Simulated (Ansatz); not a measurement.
# Lattice dynamics of BeZn2P2 (built on the sites of a database entry of CaZn2P2), part 2 of 2

Wanted: phonon frequencies of BeZn2P2 (built on the sites of a database entry of CaZn2P2) and what follows from them.

Ansatz 0.2.0; DFT PBEsol, scalar-relativistic, plane waves, PAW.

So far. Step 4 (Tight relaxation): The largest force component left is 0.33 meV/Å and the pressure is 0.004 GPa, within the tolerances set. The cell now holds 14.68 Å³/atom. Step 5 (Modes at Γ): Before it was imposed, the acoustic sum rule was missed by 1.1e-4 eV/Å². Small misses are needed for a sound result but don't prove that mesh and cutoff are converged. The lowest optical mode is imaginary, 153.9i cm⁻¹, so the energy falls along it. The relaxed cell has a = 3.732, c = 6.089 Å (conventional setting).

The structure was built from a prototype and need not be the compound's stable phase.

## 6. Phonons on a q mesh

Stability and thermal properties need the whole zone. Linear response on a 3×3×2 q mesh gives force constants as far as a supercell of that size would.

The input, input.yaml:

```yaml
crystal:
  lattice:
    - [3.731617109, -3.0516e-06, 0.0]
    - [-1.8658059118, 3.2316767394, 0.0]
    - [0.0, 0.0, 6.088534036]
  atoms:
    - { symbol: Be, position: [0.0, 0.0, 0.0] }
    - { symbol: Zn, position: [0.3333333333, 0.6666666667, 0.6240103121] }
    - { symbol: Zn, position: [0.6666666667, 0.3333333333, 0.3759896879] }
    - { symbol: P, position: [0.3333333333, 0.6666666667, 0.2069338201] }
    - { symbol: P, position: [0.6666666667, 0.3333333333, 0.7930661799] }
kpoints:
  mp_grid: { grid: [12, 12, 6] }
hamiltonian:
  xc: pbesol
scf:
  occupations: { method: methfessel_paxton, width: 0.2 }
output:
  eigenvalues: true
phonons:
  method: dfpt
  qmesh: [3, 3, 2]
  temperatures: { t_max: 1000, t_step: 50 }
  qpath:
    path:
      - [[0.0, 0.0, 0.0], [0.5, 0.0, 0.0], [0.33333333, 0.33333333, 0.0], [0.0, 0.0, 0.0], [0.0, 0.0, 0.5], [0.5, 0.0, 0.5], [0.33333333, 0.33333333, 0.5], [0.0, 0.0, 0.5]]
      - [[0.5, 0.0, 0.5], [0.5, 0.0, 0.0]]
      - [[0.33333333, 0.33333333, 0.5], [0.33333333, 0.33333333, 0.0]]
    npoints: 10
```

The run is started by

```console
$ ansatz run input.yaml --threads 8 --pin off --max-ram 14336MiB --backend cpu --events-out ev --progress --plain --runs-dir out
```

Numbers of over 12 decimals in the logs are rounded to 6 here.

Log:

```text
Warning: phonons: the dynamical matrix that this run interpolates holds no multipole term above the dipole-dipole one, and a site of this crystal is no centre of inversion, so its interpolated transverse optical and acoustic branches and sound speeds can stay off near Gamma, and the density of states and the thermodynamics with them. What a run solves at a wave vector of phonons.qpoints, Gamma apart, where the deck admits one, is free of this, and under fd what a larger phonons.supercell samples
[...]
Crystal: 5 atoms, lattice volume = 73.424 Å³
Basis set: ecut = 420 eV, 1437 PW (Γ), exchange–correlation on 50×50×90 points (8 copies of the dense FFT grid, shifted against one another)
Bands: 23, of which v1, the nominal top of the filled ones, is band 18 counted from 1 (17 counted from 0)
Symmetry: 12 space group operations
k-points: 100 of 864
[...]
SCF iter   1: F=—  HF=-8132.092537 eV  |F-HF|=—  |Δ(HF+E_count)|=         —  Δρ=4.07e-3  dr2=1.05e-2  ethr=1.77e-3  ⟨swp⟩=6.2  Hψ=12386  notcnv=0
[...]
SCF iter  11: F=-8132.089416 eV  HF=-8132.089416 eV  |F-HF|=1.82e-12  |Δ(HF+E_count)|=  1.82e-12  S|Δr|=    0.00e0  Δρ=4.17e-8  dr2=1.39e-12  ethr=1.00e-12  ⟨swp⟩=9.3  Hψ=12529  notcnv=0
SCF 1 converged in 11 iterations: F = -8132.089416 eV  dr2 = 1.39e-12
[...]
SCF iter   7: F=-8132.089416 eV  HF=-8132.089416 eV  |F-HF|=2.73e-12  |Δ(HF+E_count)|=  3.64e-12  S|Δr|=    0.00e0  Δρ=1.03e-7  dr2=9.41e-12  ethr=1.00e-12  ⟨swp⟩=4.3  Hψ=5917  notcnv=0
SCF 2 converged in 7 iterations: F = -8132.089416 eV  dr2 = 9.41e-12
phonons: the bands overlap, so this run is a metal and interpolates without the dipole-dipole term. If the crystal is really an insulator or semiconductor, its LO-TO splitting is missing
NSCF: frozen V_eff on 100 k-points
[...]
DFPT response loops at q = (0, 0, 0) (fractional): preconditioner auto → Kerker (q_TF=auto, 2.423 Å⁻¹) (partly filled bands, converged f_vac=0.000); β = 1.00, the filter's whole step (`scf.mixing.beta` (0.50) is not read by the response loops under this deck's `scf.mixing.preconditioner`; to damp them name `kerker` or `kerker_dos`, under which they read `scf.mixing.beta`, and type it under 1.00, their step now; both keys bind the ground state too); Broyden in place of MSR1
[...]
SCF converged after 11 iterations
[...]
Free energy (F): -8132.089416 eV
[...]
Internal energy: -8132.089877 eV  (E = F + TS)
E sigma→0 (E₀):  -8132.089531 eV
Entropy (-TS):   0.000461 eV (0.092 meV/atom)
Fermi energy:    9.385720 eV
[...]
--- Band table (eV; the first three rows and the last of 100) ---
  k-point 0: bands = [... 14 lower, 8.4613, 9.1099, 9.1099, 9.5089, 11.1731, 11.2268, 12.5741, 12.5741, ... 1 higher]
  k-point 1: bands = [... 14 lower, 8.5202, 8.5840, 9.1070, 9.1070, 11.1424, 11.9942, 12.2210, 12.2210, ... 1 higher]
  k-point 2: bands = [... 14 lower, 8.6611, 8.6611, 9.0875, 9.0875, 11.2873, 11.7065, 11.7065, 12.3300, ... 1 higher]
  k-point 99: bands = [... 14 lower, 4.3955, 4.4395, 8.0183, 8.0183, 10.8648, 10.8648, 11.9889, 12.6683, ... 1 higher]
--- Phonons (Γ-DFPT): 6 representative perturbations + reference (Σ response iterations 22) ---
  ASR residual: 1.072e-4 → 0.000e0 eV/Å²; symmetrization residual: 7.310e-6 eV/Å²
  ASR residual per site (eV/Å²): 1.07e-4 1.01e-5 1.01e-5 1.10e-5 1.10e-5
[...]
--- Phonons (arbitrary-q DFPT): 6 irreducible q on the 3×3×2 mesh ---
  q = [0.0000, 0.0000, 0.0000] (star 1, of the zone-centre solve; hermiticity 1.26e-6, symmetrization 6.29e-7): -153.88 -153.88 -0.00 -0.00 0.00 92.89 92.89 106.98 162.90 220.71 220.71 225.79 225.79 285.65 294.72
  q = [0.0000, 0.0000, -0.5000] (star 1, 6 solved perturbations in 1608 linear systems a pass and spin channel, the states on 436 of 864 k-point pairs; hermiticity 2.93e-7, symmetrization 8.68e-7): -107.23 -107.23 -48.74 -48.74 118.41 118.41 126.71 156.70 189.70 189.70 231.01 243.63 243.63 288.61 311.27
[...]
sum rule: each row above includes the acoustic sum rule's correction from the zone centre's row sums; it moved no ω² by more than (1.80 cm⁻¹)²
  mesh force constants: q→R imaginary residual 1.80e-16; ASR residual 1.072e-4 → 0.000e0 eV/Å²; symmetrization residual 4.441e-15 eV/Å²
  interpolated dispersion: 93 rows × 15 modes
  density of states and harmonic sums: on the 21×21×10 q-mesh, interpolated from the force constants of a 3×3×2 supercell (no non-analytic term)
  largest difference from the sums on the solved wave vectors: F 1.28e-1 eV, S 1.70e-4 and C_V 4.15e-5 eV/K
  zero-point energy: 0.144249 eV/cell   skipped modes (ω ≤ 0): 1101, of them read as no rigid motion or as one in doubt: 1098 (2.465e0 modes/cell left out, lowest -153.99 cm⁻¹)   left out of the sums: 1.64e-1 of the cell's modes: C_V's classical limit lies that fraction below 3 k_B per atom; for a crystal, a wire or a layer, F and S can be off by more, and a phonons.interpolated_qmesh denser along its periods is the remedy for the sampling
```

The job ended after 6.6 min (8 threads of Intel Xeon Platinum 8488C (Sapphire Rapids), shared host; peak memory 3.7 GiB; 48 min of CPU time).

This step gave:

| Property | Result |
| --- | --- |
| sum-rule residual before enforcement | 1.07e-4 eV/Å² |
| lowest frequency on the path | -154.8 cm⁻¹ |
| highest frequency on the path or at a solved wavevector | 335.2 cm⁻¹ |
| lowest mode on the q mesh (acoustic modes at Γ apart) | -153.9 cm⁻¹ |

Frequencies (cm⁻¹) solved at each irreducible wavevector; negative means imaginary. Frequencies by wavevector, by row:

| q in reciprocal lattice units | star | mode 1 | mode 2 | mode 3 | mode 4 | mode 13 | mode 14 | mode 15 |
| --- | --- | --- | --- | --- | --- | --- | --- | --- |
| 0 0 0 | 1 | -153.9 | -153.9 | 0 | 0 | 225.8 | 285.6 | 294.7 |
| 0 0 -0.5 | 1 | -107.2 | -107.2 | -48.7 | -48.7 | 243.6 | 288.6 | 311.3 |
| 0 0.3333 0 | 6 | -138.1 | -84 | -38.7 | 72.8 | 266.7 | 289.7 | 317.8 |
| 0 0.3333 -0.5 | 6 | -118.6 | -106.2 | -58.5 | 65.4 | 285.5 | 291.2 | 310.2 |
| 0.3333 0.3333 0 | 2 | -150.2 | -75 | -75 | 79.2 | 288.8 | 288.8 | 310.6 |
| 0.3333 0.3333 -0.5 | 2 | -106.3 | 61.1 | 61.1 | 86.6 | 292.1 | 293 | 293 |

Interpolated from a 3×3×2 q mesh. Phonon branches along the path, in cm⁻¹:

| point | branch 1 | branch 2 | branch 3 | branch 4 | branch 12 | branch 13 | branch 14 | branch 15 |
| --- | --- | --- | --- | --- | --- | --- | --- | --- |
| Γ | -154 | -154 | 0 | 0 | 226 | 226 | 286 | 295 |
| halfway | -135 | -16 | 10 | 87 | 247 | 262 | 272 | 293 |
| M | -146 | -142 | -67 | 86 | 250 | 273 | 327 | 332 |
| halfway | -148 | -131 | -16 | 78 | 266 | 266 | 311 | 321 |
| K | -150 | -75 | -75 | 79 | 252 | 289 | 289 | 311 |
| halfway | -120 | -67 | 65 | 71 | 244 | 269 | 272 | 300 |
| Γ | -154 | -154 | 0 | 0 | 226 | 226 | 286 | 295 |
| halfway | -135 | -135 | -25 | -25 | 238 | 238 | 266 | 316 |
| A | -107 | -107 | -49 | -49 | 244 | 244 | 289 | 311 |
| halfway | -125 | -75 | -56 | 75 | 250 | 269 | 272 | 300 |
| L | -155 | -101 | -56 | 79 | 252 | 300 | 320 | 321 |
| halfway | -133 | -38 | 54 | 67 | 265 | 290 | 310 | 315 |
| H | -106 | 61 | 61 | 87 | 290 | 292 | 293 | 293 |
| halfway | -128 | -64 | 46 | 68 | 257 | 276 | 279 | 297 |
| A | -107 | -107 | -49 | -49 | 244 | 244 | 289 | 311 |
| jump to L | -155 | -101 | -56 | 79 | 252 | 300 | 320 | 321 |
| halfway | -149 | -127 | -62 | 82 | 251 | 291 | 312 | 335 |
| M | -146 | -142 | -67 | 86 | 250 | 273 | 327 | 332 |
| jump to H | -106 | 61 | 61 | 87 | 290 | 292 | 293 | 293 |
| halfway | -130 | 12 | 12 | 83 | 263 | 290 | 290 | 307 |
| K | -150 | -75 | -75 | 79 | 252 | 289 | 289 | 311 |

Tetrahedra on a 21×21×10 mesh, mean over bins of 5 cm-1. Interpolated from a 3×3×2 q mesh. The phonon density of states by wavenumber; read off at these points:

| wavenumber (cm⁻¹) | phonon density of states (1/cm⁻¹/cell) |
| --- | --- |
| -152 | 0.00247 |
| -138 | 0.0309 |
| -118 | 0.0161 |
| -102 | 0.0133 |
| -82 | 0.0119 |
| -68 | 0.0168 |
| -52 | 0.0164 |
| -32 | 0.00932 |
| -18 | 0.00639 |
| -2 | 0.00582 |
| 18 | 0.00644 |
| 32 | 0.00983 |
| 52 | 0.0165 |
| 68 | 0.0433 |
| 72 | 0.0674 |
| 82 | 0.0309 |
| 102 | 0.0395 |
| 118 | 0.0683 |
| 128 | 0.0786 |
| 132 | 0.0678 |
| 148 | 0.0721 |
| 152 | 0.0379 |
| 168 | 0.0210 |
| 188 | 0.0115 |
| 202 | 0.0170 |
| 218 | 0.0302 |
| 238 | 0.0906 |
| 242 | 0.105 |
| 252 | 0.0662 |
| 268 | 0.0625 |
| 288 | 0.0462 |
| 302 | 0.0456 |
| 322 | 0.0239 |
| 338 | 0.00115 |

The partial phonon density of states has structure finer than the step of the table below, so its rows give means over 10 cm⁻¹, whole bins alone (the curve runs from -164 to 357 cm⁻¹). Peaks (cm⁻¹: height): Be -127.8: 0.0378, 160.4: 0.00907, 268.5: 0.00613; P 127.7: 0.0181, 242.3: 0.0623, 298.0: 0.0401; Zn -46.0: 0.00804, 72.0: 0.0427, 127.7: 0.0474, 242.3: 0.0309.

Phonopy on the run's constants, 17x17x9 mesh, Gaussian sigma 3.7 cm-1. Interpolated from a 3×3×2 q mesh. Partial phonon density of states against wavenumber; means over each step; values in 1/cm⁻¹/cell:

| wavenumber (cm⁻¹) | Be | P | Zn |
| --- | --- | --- | --- |
| -150 | 0.0107 | 9.2e-4 | 3.6e-4 |
| -140 | 0.0261 | 0.00271 | 0.00118 |
| -130 | 0.0354 | 0.00425 | 0.00204 |
| -120 | 0.0242 | 0.00244 | 0.00155 |
| -110 | 0.0114 | 0.00125 | 0.00101 |
| -100 | 0.00922 | 0.00149 | 0.00140 |
| -90 | 0.00773 | 0.00182 | 0.00196 |
| -80 | 0.00662 | 0.00310 | 0.00369 |
| -70 | 0.00540 | 0.00475 | 0.00591 |
| -60 | 0.00411 | 0.00524 | 0.00728 |
| -50 | 0.00379 | 0.00501 | 0.00780 |
| -40 | 0.00283 | 0.00411 | 0.00681 |
| -30 | 0.00227 | 0.00308 | 0.00495 |
| -20 | 9.5e-4 | 0.00141 | 0.00230 |
| -10 | 6.2e-4 | 9.2e-4 | 0.00160 |
| 0 | 2.5e-4 | 5.9e-4 | 0.00119 |
| 10 | 8.2e-4 | 0.00101 | 0.00198 |
| 20 | 0.00154 | 0.00201 | 0.00409 |
| 30 | 0.00244 | 0.00295 | 0.00610 |
| 40 | 0.00292 | 0.00365 | 0.00758 |
| 50 | 0.00319 | 0.00411 | 0.00923 |
| 60 | 0.00393 | 0.00574 | 0.0157 |
| 70 | 0.00449 | 0.00937 | 0.0366 |
| 80 | 0.00527 | 0.00757 | 0.0322 |
| 90 | 0.00678 | 0.00801 | 0.0268 |
| 100 | 0.00775 | 0.0110 | 0.0285 |
| 110 | 0.00792 | 0.0135 | 0.0286 |
| 120 | 0.00840 | 0.0169 | 0.0403 |
| 130 | 0.00811 | 0.0176 | 0.0454 |
| 140 | 0.00640 | 0.0164 | 0.0415 |
| 150 | 0.00679 | 0.0124 | 0.0333 |
| 160 | 0.00858 | 0.00666 | 0.0132 |
| 170 | 0.00813 | 0.00391 | 0.00634 |
| 180 | 0.00756 | 0.00361 | 0.00504 |
| 190 | 0.00478 | 0.00392 | 0.00463 |
| 200 | 0.00341 | 0.00717 | 0.00762 |
| 210 | 0.00157 | 0.0122 | 0.0108 |
| 220 | 7.1e-4 | 0.0192 | 0.0133 |
| 230 | 0.00103 | 0.0271 | 0.0142 |
| 240 | 0.00339 | 0.0551 | 0.0268 |
| 250 | 0.00275 | 0.0461 | 0.0238 |
| 260 | 0.00318 | 0.0352 | 0.0137 |
| 270 | 0.00556 | 0.0366 | 0.0110 |
| 280 | 0.00440 | 0.0307 | 0.00967 |
| 290 | 0.00425 | 0.0363 | 0.00982 |
| 300 | 0.00448 | 0.0379 | 0.00897 |
| 310 | 0.00330 | 0.0305 | 0.00617 |
| 320 | 0.00225 | 0.0219 | 0.00400 |
| 330 | 0.00140 | 0.00907 | 0.00173 |
| 340 | 3.1e-4 | 0.00146 | 3.1e-4 |
| 350 | 3.1e-6 | 1.6e-5 | 3.1e-6 |

Symmetry leaves 6 wavevectors to solve. The lowest mode among them, the acoustic zeros apart, lies at Γ and is imaginary, 153.9i cm⁻¹, so the energy falls along it.

## 7. Another isotope

An isotope changes the mass and not the force constants, so no new electronic calculation is needed; the shifts show which modes move this element.

The same force constants with the mass of Zn changed from 65.380 to 67.925 u (phonopy, no LO-TO term). Both lists are sorted by frequency; levels can cross, so a row need not hold one and the same mode. Modes under 3 cm⁻¹ are left out. Isotope shifts, by row, the first 40 of 57 rows:

| q | rank | natural mass (cm⁻¹) | changed mass (cm⁻¹) |
| --- | --- | --- | --- |
| 0 0 0 | 1 | -153.9 | -153.9 |
| 0 0 0 | 2 | -153.9 | -153.9 |
| 0 0 0 | 6 | 92.89 | 92.05 |
| 0 0 0 | 7 | 92.89 | 92.05 |
| 0 0 0 | 8 | 107 | 106.7 |
| 0 0 0 | 9 | 162.9 | 159.8 |
| 0 0 0 | 10 | 220.7 | 218.5 |
| 0 0 0 | 11 | 220.7 | 218.5 |
| 0 0 0 | 12 | 225.8 | 224.3 |
| 0 0 0 | 13 | 225.8 | 224.3 |
| 0 0 0 | 14 | 285.6 | 285.6 |
| 0 0 0 | 15 | 294.7 | 293.4 |
| 0 0 -0.5 | 1 | -107.2 | -107.1 |
| 0 0 -0.5 | 2 | -107.2 | -107.1 |
| 0 0 -0.5 | 3 | -48.74 | -48.3 |
| 0 0 -0.5 | 4 | -48.74 | -48.3 |
| 0 0 -0.5 | 5 | 118.4 | 117.2 |
| 0 0 -0.5 | 6 | 118.4 | 117.2 |
| 0 0 -0.5 | 7 | 126.7 | 124.6 |
| 0 0 -0.5 | 8 | 156.7 | 153.9 |
| 0 0 -0.5 | 9 | 189.7 | 187.8 |
| 0 0 -0.5 | 10 | 189.7 | 187.8 |
| 0 0 -0.5 | 11 | 231 | 231 |
| 0 0 -0.5 | 12 | 243.6 | 241.8 |
| 0 0 -0.5 | 13 | 243.6 | 241.8 |
| 0 0 -0.5 | 14 | 288.6 | 288 |
| 0 0 -0.5 | 15 | 311.3 | 311 |
| 0 0.3333 0 | 1 | -138.1 | -137.9 |
| 0 0.3333 0 | 2 | -83.97 | -83.73 |
| 0 0.3333 0 | 3 | -38.72 | -38.29 |
| 0 0.3333 0 | 4 | 72.8 | 71.77 |
| 0 0.3333 0 | 5 | 112.1 | 110.3 |
| 0 0.3333 0 | 6 | 116.1 | 114.8 |
| 0 0.3333 0 | 7 | 116.3 | 115 |
| 0 0.3333 0 | 8 | 135.5 | 134.1 |
| 0 0.3333 0 | 9 | 194.2 | 192.9 |
| 0 0.3333 0 | 10 | 219.9 | 218.2 |
| 0 0.3333 0 | 11 | 243.4 | 241.4 |
| 0 0.3333 0 | 12 | 250.3 | 248.4 |
| 0 0.3333 0 | 13 | 266.7 | 266.6 |

A mode of this element alone would shift by -1.89 %. The highest zone-centre frequency without the field goes from 294.7 to 293.4 cm⁻¹ (-0.4 %).

## 8. What came out

* space group after relaxation (within 0.01 Å): P-3m1
* volume per atom: 14.7 Å³
* electronic character: no gap on this mesh
* highest optical mode at the zone centre (no LO-TO term): 295 cm⁻¹
* lowest optical zone-centre mode: -154 cm⁻¹
* lowest mode on the q mesh (acoustic modes at Γ apart): -154 cm⁻¹
* highest frequency on the path or at a solved wavevector: 335 cm⁻¹
* imaginary modes on the 3×3×2 q mesh: yes

Modes are clearly imaginary (beyond 10i cm⁻¹) at 6 of the 6 irreducible wavevectors, most at Γ (153.9i cm⁻¹), so this structure is not a minimum of the energy. The optical modes at Γ span -154 to 295 cm⁻¹ (negative means imaginary). With no gap, or one that is small against the smearing, the frequencies hang on the k mesh and the smearing, most of all near Kohn anomalies. The starting cell was built on a prototype and not taken from a measurement, so the phase need not exist. These are harmonic frequencies at zero temperature: anharmonic shifts, linewidths and thermal expansion are left out.

[Logs are printed without paths, hosts, clocks, repeated set-up lines and the standing remarks that a program may print on its own settings, such as how far it seeks lower states.]

[Hosts, paths, dates, database ids (printed as entryN), source tags and the programs' standing remarks are cut or masked in the printed files.]
